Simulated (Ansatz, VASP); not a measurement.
# Zn: VASP beside Ansatz

INCAR

```
ALGO = Normal ; EDIFF = 1E-7
ENCUT = 520 ; ISIF = 2
ISMEAR = -1 ; LASPH = True
LCHARG = False ; LREAL = False
LWAVE = False ; NBANDS = 19
NELM = 100 ; PREC = Accurate
SIGMA = 0.1
```

The input KPOINTS:

```
k-points
0
Gamma
  4 4 2
```

POSCAR

```
Zn
1.0
    2.5709734941      0.0000000000      0.0000000000
   -1.2854867470      2.2265283583      0.0000000000
    0.0000000000      0.0000000000      4.7361908757
Zn
2
Direct
    0.3333333333      0.6666666667      0.2500000000
    0.6666666667      0.3333333333      0.7500000000
```

Input for Ansatz:

```yaml
crystal:
  lattice:
    - [2.5709734941, 0.0, 0.0]
    - [-1.285486747, 2.2265283583, 0.0]
    - [0.0, 0.0, 4.7361908757]
  atoms:
    - { symbol: Zn, position: [0.3333333333, 0.6666666667, 0.25] }
    - { symbol: Zn, position: [0.6666666667, 0.3333333333, 0.75] }
hamiltonian:
  xc: lda
  pseudopotentials:
    kind: paw
    azcp:
      Zn: "pseudopotentials/Zn.paw.azcp"
basis:
  ecutwfc: 420
  fft_grid_basis: typed
kpoints:
  mp_grid: { grid: [4, 4, 2], shift: [0, 0, 0] }
magnetization:
  spin_polarized: false
scf:
  occupations: { method: fermi_dirac, width: 0.1 }
  lower_state_search: "off"
output:
  stress: true
  write_density: true
  write_potential: true
  elf: true
  volumetric_format: npy
```

Alike in both runs: task single point; functional LDA; k mesh 4 × 4 × 2; occupations fermi-dirac, width 0.1 eV; no spin polarisation.

|  | VASP | Ansatz |
| --- | --- | --- |
| version | VASP 6.6.1 | Ansatz 0.2.0 |
| potentials or method | VASP PAW LDA potentials, release 64 (Zn) | plane waves (420 eV) with PAW, scalar-relativistic |
| plane-wave cutoff (eV) | 520 | 420 |
| valence electrons in the cell | 24 | 24 |

VASP gave:

| Quantity | Value |
| --- | --- |
| pressure (GPa) | -0.5 |
| largest component of the traceless stress (GPa) | 6.40 |

Problem. What did Ansatz give for the same quantities?

Solution. Pressure (GPa): -1.2; largest component of the traceless stress (GPa): 6.54.

Ansatz warned: «pseudo_functional_mismatch».

Caveats: the k mesh is coarse (spacing up to 0.71 Å⁻¹), so the values aren't converged.
